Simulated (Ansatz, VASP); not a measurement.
# Ga35N37 (N_Ga): VASP beside Ansatz, part 2 of 2

One calculation is typed for both programs; each brings its own data sets. How far apart do they land? Of the first pair: The structure shown is the start of the Ansatz relaxation below; VASP solves that cell, so the two are compared at the walk's first step.

VASP 6.6.1 and Ansatz 0.2.0.

So far: The starting structure; Ansatz: relaxation, r2SCAN.

**3. VASP: single point, r2SCAN, start cell, pair 1**

Level of this step: r2SCAN; plane waves and PAW (Ga_d, N) (VASP).

The same cell, functional and mesh now go to VASP, with its own data sets.

Lines of VASP's logs that name or quote its potential files are left out, and so is its time.

Contents of INCAR:

```
SYSTEM = Ga35N37
PREC = Accurate
ENCUT = 580
EDIFF = 1E-06
NELM = 120
ISMEAR = 0
SIGMA = 0.01
LREAL = Auto
ALGO = Normal
METAGGA = R2SCAN
LASPH = .TRUE.
NELECT = 642
NBANDS = 376
LORBIT = 11
LWAVE = .FALSE.
LCHARG = .FALSE.
ISIF = 2
ISYM = 0
GGA_COMPAT = .FALSE.
EFERMI = MIDGAP
LMIXTAU = .TRUE.
NCORE = 2
```

Contents of POSCAR:

```
Ga35N37
1.0
    9.5492592266      0.0000000000      0.0000000000
   -4.7746296133      8.2699010776      0.0000000000
    0.0000000000      0.0000000000     10.3671611136
Ga N
35 37
Direct
    0.2247172415      0.1084656263      0.2521423147
    0.1133542221      0.2250329215      0.5037058789
    0.2249029630      0.1096748306      0.7529544409
    0.1094254712      0.2203170247      0.0041321714
    0.2183186599      0.4389411634      0.2478016857
    0.1152447338      0.5557502994      0.5025483778
    0.2197266082      0.4451081053      0.7455271424
    0.1169656795      0.5587733102      0.0007561266
    0.2231491664      0.7799367779      0.2540714831
    0.1060262263      0.8847747913      0.5017767104
    0.2206410748      0.7721978703      0.7479386030
    0.1084110712      0.8859839956      0.0035534208
    0.5606219373      0.1157208522      0.2512741889
    0.4472819457      0.2230981946      0.5038023373
    0.5606650341      0.1124560005      0.7471669356
    0.4486184259      0.2211634677      0.0016242524
    0.5574427843      0.4497030817      0.2518529394
    0.5561114964      0.4438989010      0.7448519335
    0.4394141041      0.5558712198      0.9988269582
    0.5562035504      0.7798158575      0.2540714831
    0.4488511347      0.8937229032      0.4973396230
    0.5499990156      0.7747371994      0.7475527693
    0.4460884913      0.8946902666      0.9998880008
    0.8927737590      0.1146325683      0.2461618925
    0.7824825115      0.2214053086      0.5003298341
    0.8881076261      0.1090702285      0.7541119420
    0.7827622569      0.2263630462      0.9972836234
    0.8877483989      0.4445035032      0.2448114746
    0.7746534259      0.5500670392      0.5015837936
    0.8859259108      0.4391830042      0.7471669356
    0.7808050190      0.5535737317      0.9968977897
    0.8881534503      0.7772765284      0.2543608584
    0.7784130119      0.8922718580      0.5034165036
    0.8923888431      0.7834434704      0.7511217309
    0.7787951512      0.8909417333      0.9950650797
    0.2279690706      0.1124560005      0.4384035273
    0.1095345322      0.2211634677      0.1926274684
    0.2261769683      0.1130606027      0.9342962740
    0.1120458016      0.2266048871      0.6848547951
    0.2190679013      0.4391830042      0.4356062330
    0.1141295533      0.5570804242      0.1921451763
    0.2249388976      0.4463173096      0.9422058646
    0.1107643224      0.5513971639      0.6910281341
    0.2188608320      0.7721978703      0.4360885251
    0.1095846973      0.8902162107      0.1836568352
    0.2267183337      0.7816296639      0.9407589882
    0.1135629004      0.8870722795      0.6913175093
    0.5505815124      0.1065308994      0.4359920667
    0.4498232893      0.2227354333      0.1870328800
    0.5560909106      0.1160836135      0.9400837793
    0.4398499917      0.2208007064      0.6909316757
    0.4460363564      0.5578059467      0.4951210793
    0.5550255388      0.4480101957      0.4346416488
    0.4395046385      0.5501879596      0.1883832979
    0.5538455573      0.4483729570      0.9365148177
    0.4391517221      0.5542992542      0.6860122961
    0.5552555650      0.7758254833      0.4424547810
    0.4418120163      0.8863467569      0.1837532936
    0.5538036684      0.7815087435      0.9361289840
    0.4482939702      0.8900952903      0.6842760445
    0.8892745851      0.1061681381      0.4370531094
    0.7788291652      0.2208007064      0.1835603768
    0.8885664259      0.1081028650      0.9420129477
    0.7729810362      0.2210425473      0.6851441703
    0.8946610929      0.4476474344      0.4364743588
    0.7791618969      0.5540574134      0.1921451763
    0.8943469325      0.4476474344      0.9399873209
    0.7805579859      0.5608289575      0.6856264625
    0.8928820580      0.7775183693      0.4350274825
    0.7802233290      0.8864676773      0.1851037115
    0.8936767225      0.7807832209      0.9408554467
    0.7747929176      0.8835655870      0.6901600083
```

Contents of KPOINTS:

```
Points of the shifted mesh
1
Reciprocal
 0.2500000000  0.2500000000  0.2500000000 1
```

Potentials, in the order of the species: Ga_d and N (PBE family, release 64).

Run with:

```sh
mpirun -np 8 vasp_std
```

Numbers of over 12 decimals in the logs are rounded to 6 here.

The program printed:

```text
[banner, memory and clock lines left out]
running    8 mpi-ranks, on    1 nodes
[...]
|                                                                             |
|               ----> ADVICE to this user running VASP <----                  |
|                                                                             |
|     You enforced a specific xc type in the INCAR file but a different       |
|     [... a line on the potential file left out ...]
|     I HOPE YOU KNOW WHAT YOU ARE DOING!                                     |
|                                                                             |

 LDA part: xc-table for (None), standard interpolation
 POSCAR, INCAR and KPOINTS ok, starting setup
[...]
entering main loop
       N       E                     dE             d eps       ncg     rms          rms(c)
DAV:   1     0.132651120818E+05    0.13265E+05   -0.24114E+05   752   0.349E+03
DAV:   2     0.268454134609E+04   -0.10581E+05   -0.10093E+05   752   0.102E+03
DAV:   3    -0.395232441375E+03   -0.30798E+04   -0.28922E+04   880   0.355E+02
DAV:   4    -0.871642977256E+03   -0.47641E+03   -0.45915E+03   816   0.136E+02
DAV:   5    -0.939925093780E+03   -0.68282E+02   -0.67499E+02  1288   0.502E+01BRMIX: very serious problems
 the old and the new charge density differ
 old charge density:   640.00000 new  642.00001
    0.436E+01
DAV:   6    -0.818249923611E+03    0.12168E+03   -0.25554E+02  1216   0.579E+01    0.160E+01
DAV:   7    -0.770546590159E+03    0.47703E+02   -0.64752E+01   864   0.204E+01    0.121E+01
DAV:   8    -0.770361103718E+03    0.18549E+00   -0.11306E+01   856   0.153E+01    0.825E+00
DAV:   9    -0.769318552152E+03    0.10426E+01   -0.58792E+00  1080   0.143E+01    0.370E+00
[...]
DAV:  24    -0.760894054914E+03    0.11295E-04   -0.35525E-05   912   0.636E-02    0.126E-02
DAV:  25    -0.760894053629E+03    0.12850E-05   -0.33469E-05   856   0.170E-02    0.954E-03
DAV:  26    -0.760894053201E+03    0.42765E-06   -0.26830E-06   552   0.752E-03
   1 F= -.76089405E+03 E0= -.76089405E+03  d E =-.646256E-36
```

Parts of OUTCAR (step 3):

```text
 POSITION                                       TOTAL-FORCE (eV/Angst)
 -----------------------------------------------------------------------------------
      1.62800      0.89700      2.61400         0.045977      0.459174     -0.160749
      0.00800      1.86100      5.22200         0.382455      0.169648     -1.385134
      1.62400      0.90700      7.80600        -0.822480      0.251760     -0.626381
     -0.00700      1.82200      0.04284         0.839453      0.349325     -0.325704
     -0.01100      3.63000      2.56900         0.278806      0.943323      1.452018
     -1.55300      4.59600      5.21000         0.666283     -0.787289     -0.977984
     -0.02700      3.68100      7.72900         1.551380     -0.081700      0.761945
     -1.55100      4.62100      0.00784        -0.031965      0.217035      0.586233
     -1.59300      6.45000      2.63400         0.047145     -0.224821     -0.941967
     -3.21200      7.31700      5.20200         0.856016      0.577189     -0.311917
     -1.58000      6.38600      7.75400         0.457281      0.646751      0.596564
     -3.19500      7.32700      0.03684         0.635524      0.821320     -0.936555
      4.80100      0.95700      2.60500        -0.107856     -0.843187     -0.507210
      3.20600      1.84500      5.22300        -0.433671      0.895979     -0.768048
[...]
-----------------------------------------------------------------------------------
    total drift:                                0.053689     -0.002618      0.074235

  FREE ENERGIE OF THE ION-ELECTRON SYSTEM (eV)
  ---------------------------------------------------
  free  energy   TOTEN  =      -760.8940532015 eV

  energy  without entropy=     -760.8940532015  energy(sigma->0) =     -760.89405320

[... 1 further part left out ...]
```

The run ends at a pressure of 6.47 GPa, with forces up to 2.3 eV/Å.

**4. Comparison**

Known differences besides the potentials themselves: VASP keeps PBE cores, Ansatz makes them for the functional; fixed occupations in Ansatz, narrow Gaussian smearing in VASP; the cutoff is 500 eV in Ansatz and 580 eV in VASP (PREC = Accurate, projectors in real space). Total energies have different zeros and are not compared.

Forces on 8 of the 72 atoms, those with the largest forces and the largest differences (eV/Å; atoms numbered as in POSCAR):

```tsv
atom	Ansatz x, y, z	VASP x, y, z
Ga5	0.274, 0.930, 1.442	0.279, 0.943, 1.452
Ga7	1.556, -0.061, 0.734	1.551, -0.082, 0.762
Ga15	-1.417, -0.557, 0.653	-1.433, -0.566, 0.668
N39	-0.070, -1.367, 1.477	-0.073, -1.384, 1.493
N40	-1.864, -0.090, -0.320	-1.805, -0.060, -0.306
N52	1.562, 1.613, -0.522	1.535, 1.598, -0.482
N53	0.985, -0.776, 1.008	0.939, -0.763, 1.046
N56	0.515, -0.287, 1.654	0.523, -0.281, 1.568
```

The forces differ by 17 meV/Å r.m.s., which is 2.3 % of the r.m.s. force of 0.725 eV/Å (both taken over all components). The cell carries a charge of -2 e against a uniform background, so its pressure also hangs on how the neutralising background is counted, and in a defect's cell a gap may be the spacing between its levels.

**5. Ansatz: relaxation, r2SCAN**

This run makes the geometry at which the two programs are then compared.

The structure compared here is the end of the Ansatz relaxation.

This is the run of step 2 again, met here at its other cell.

**6. VASP: single point, r2SCAN, relaxed atoms in a fixed cell, pair 2**

The same cell, functional and mesh now go to VASP, with its own data sets.

INCAR is that of step 3.

Contents of POSCAR:

```
Ga35N37
1.0
    9.5492592239     -0.0000000087      0.0000000000
   -4.7746296045      8.2699010796      0.0000000000
    0.0000000000      0.0000000000     10.3671611200
Ga N
35 37
Direct
    0.2224800000      0.1119300000      0.2503500000
    0.1095500000      0.2258500000      0.4972800000
    0.2237300000      0.1136500000      0.7483800000
    0.1081800000      0.2204400000      0.0013100000
    0.2212800000      0.4434600000      0.2507100000
    0.1099900000      0.5504500000      0.4969600000
    0.2179500000      0.4418700000      0.7496700000
    0.1081600000      0.5546900000      0.0012100000
    0.2222200000      0.7764200000      0.2503400000
    0.1173700000      0.8924400000      0.4999700000
    0.2234200000      0.7758400000      0.7482500000
    0.1126700000      0.8898900000      0.9985600000
    0.5557200000      0.1106700000      0.2522200000
    0.4449400000      0.2358000000      0.4967500000
    0.5543500000      0.1100300000      0.7465400000
    0.4454200000      0.2221300000      0.0014900000
    0.5529900000      0.4504500000      0.2434600000
    0.5569300000      0.4462400000      0.7510900000
    0.4405400000      0.5535800000      0.9765500000
    0.5518800000      0.7676700000      0.2431400000
    0.4438500000      0.8756700000      0.4967900000
    0.5564800000      0.7763200000      0.7515200000
    0.4449600000      0.8901400000      0.0014100000
    0.8877500000      0.1086400000      0.2530600000
    0.7764500000      0.2208500000      0.4989100000
    0.8882400000      0.1096100000      0.7487700000
    0.7770600000      0.2217400000      0.9992100000
    0.8882000000      0.4441900000      0.2526700000
    0.7770400000      0.5632200000      0.4996300000
    0.8884100000      0.4441400000      0.7486800000
    0.7789100000      0.5555000000      0.0009100000
    0.8919600000      0.7786800000      0.2492100000
    0.7742400000      0.8770400000      0.5000300000
    0.8893100000      0.7775000000      0.7493900000
    0.7785300000      0.8897200000      0.0009700000
    0.2228200000      0.1136400000      0.4382200000
    0.1081400000      0.2174100000      0.1876000000
    0.2232300000      0.1123100000      0.9374300000
    0.1091200000      0.2200800000      0.6873100000
    0.1962100000      0.4313500000      0.4288500000
    0.1085100000      0.5566400000      0.1875100000
    0.2079000000      0.4374600000      0.9414400000
    0.1092400000      0.5547600000      0.6868900000
    0.2221000000      0.7762500000      0.4381700000
    0.1140600000      0.8901000000      0.1868300000
    0.2228400000      0.7777500000      0.9372400000
    0.1134600000      0.8897800000      0.6887100000
    0.5517100000      0.1091600000      0.4400600000
    0.4454300000      0.2224400000      0.1902400000
    0.5543100000      0.1106000000      0.9364800000
    0.4460600000      0.2248900000      0.6853200000
    0.5429600000      0.6050600000      0.5083700000
    0.5620200000      0.4670900000      0.4303300000
    0.4385000000      0.5516400000      0.1749700000
    0.5607000000      0.4399100000      0.9423400000
    0.4406700000      0.5530400000      0.7495700000
    0.5585000000      0.7613200000      0.4295800000
    0.4449400000      0.8887400000      0.1899800000
    0.5601400000      0.7875400000      0.9426700000
    0.4457200000      0.8869000000      0.6854500000
    0.8811700000      0.1025200000      0.4403400000
    0.7775600000      0.2213500000      0.1882700000
    0.8874300000      0.1100800000      0.9373300000
    0.7772400000      0.2213600000      0.6881500000
    0.8818400000      0.4437900000      0.4399100000
    0.7794000000      0.5568700000      0.1879900000
    0.8875200000      0.4437800000      0.9372700000
    0.7788400000      0.5558600000      0.6881400000
    0.8993800000      0.7826500000      0.4358600000
    0.7787200000      0.8873000000      0.1879900000
    0.8900000000      0.7782800000      0.9379800000
    0.7783000000      0.8882700000      0.6888200000
```

KPOINTS is that of step 3.

Run with:

```sh
mpirun -np 8 vasp_std
```

The program printed:

```text
[banner, memory and clock lines left out]
running    8 mpi-ranks, on    1 nodes
[...]
[... a notice as in an earlier step ...]

 LDA part: xc-table for (None), standard interpolation
 POSCAR, INCAR and KPOINTS ok, starting setup
[...]
entering main loop
       N       E                     dE             d eps       ncg     rms          rms(c)
DAV:   1     0.132977527795E+05    0.13298E+05   -0.24140E+05   752   0.349E+03
DAV:   2     0.267816729880E+04   -0.10620E+05   -0.10131E+05   752   0.101E+03
DAV:   3    -0.403982285820E+03   -0.30821E+04   -0.29018E+04   880   0.355E+02
DAV:   4    -0.875347280942E+03   -0.47136E+03   -0.45829E+03   784   0.137E+02
DAV:   5    -0.944984473266E+03   -0.69637E+02   -0.68866E+02  1288   0.501E+01BRMIX: very serious problems
 the old and the new charge density differ
 old charge density:   640.00000 new  642.00000
    0.437E+01
DAV:   6    -0.820621836864E+03    0.12436E+03   -0.23972E+02  1240   0.584E+01    0.142E+01
DAV:   7    -0.768913374024E+03    0.51708E+02   -0.55862E+01   872   0.173E+01    0.102E+01
DAV:   8    -0.806726647397E+03   -0.37813E+02   -0.21059E+01   864   0.361E+01    0.485E+00
DAV:   9    -0.759463679625E+03    0.47263E+02   -0.11227E+01   832   0.142E+01    0.400E+00
[...]
DAV:  23    -0.765613928171E+03   -0.28095E-04   -0.10084E-05   848   0.751E-02    0.723E-03
DAV:  24    -0.765613935756E+03   -0.75848E-05   -0.11497E-05   816   0.237E-02    0.411E-03
DAV:  25    -0.765613936418E+03   -0.66202E-06   -0.24084E-06   512   0.728E-03
   1 F= -.76561394E+03 E0= -.76561394E+03  d E =0.000000E+00
```

From OUTCAR (step 6):

```text
 POSITION                                       TOTAL-FORCE (eV/Angst)
 -----------------------------------------------------------------------------------
      1.59009      0.92565      2.59542         0.005847      0.000124      0.000829
     -0.03223      1.86776      5.15538        -0.001821     -0.010136      0.005205
      1.59382      0.93987      7.75858         0.014710     -0.002253      0.002428
     -0.01948      1.82302      0.01358        -0.005458     -0.015601     -0.000849
     -0.00430      3.66737      2.59915        -0.001106      0.004794     -0.017740
     -1.57787      4.55217      5.15206         0.000041      0.009121      0.000819
     -0.02850      3.65422      7.77195        -0.010644     -0.003486      0.001980
     -1.61559      4.58723      0.01254        -0.009565      0.011914     -0.005627
     -1.58508      6.42092      2.59532         0.000339     -0.002020     -0.005214
     -3.14027      7.38039      5.18327         0.011270      0.011696      0.004913
     -1.57085      6.41612      7.75723         0.013635     -0.000743      0.003197
     -3.17298      7.35930     10.35223         0.000170     -0.006630     -0.000946
      4.77831      0.91523      2.61481         0.001322      0.016955      0.006631
      3.12299      1.95004      5.14989        -0.000569      0.028830     -0.014354
[...]
-----------------------------------------------------------------------------------
    total drift:                                0.007321     -0.036978     -0.059811

  FREE ENERGIE OF THE ION-ELECTRON SYSTEM (eV)
  ---------------------------------------------------
  free  energy   TOTEN  =      -765.6139364179 eV

  energy  without entropy=     -765.6139364179  energy(sigma->0) =     -765.61393642

[... 1 part as in an earlier step ...]
```

The run ends at a pressure of 5.42 GPa, with forces up to 0.056 eV/Å.

**7. Comparison**

Both answers:

```tsv
quantity	Ansatz	VASP	difference
gap on the k mesh (eV)	1.610	1.600	+0.011
```

A gap on the mesh is an upper bound, since the band edges may lie between its points. The cell carries a charge of -2 e against a uniform background, so its pressure also hangs on how the neutralising background is counted, and in a defect's cell a gap may be the spacing between its levels.

**8. Results**

| Property | Result |
| --- | --- |
| r.m.s. force difference (single point, r2SCAN, start cell, pair 1) | 2.3 % of the r.m.s. force |
| difference in gap on the k mesh (single point, r2SCAN, relaxed atoms in a fixed cell, pair 2) | 0.011 eV |

In words: The r.m.s. force difference is 2.3 % of the r.m.s. force (single point, r2SCAN, start cell, pair 1), within the 3 % picked in this series as the mark of a large difference. Such differences can come from data sets, numerical settings and the points named under the comparisons, not from the functional's error against experiment.

[Lines on the potential files, build, host, timing and source positions are cut from VASP's logs without a mark.]

[Logs are printed without paths, hosts, clocks, repeated set-up lines and the standing remarks that a program may print on its own settings, such as how far it seeks lower states.]

[Hosts, paths, dates, database ids (printed as entryN), source tags and the programs' standing remarks are cut or masked in the printed files.]
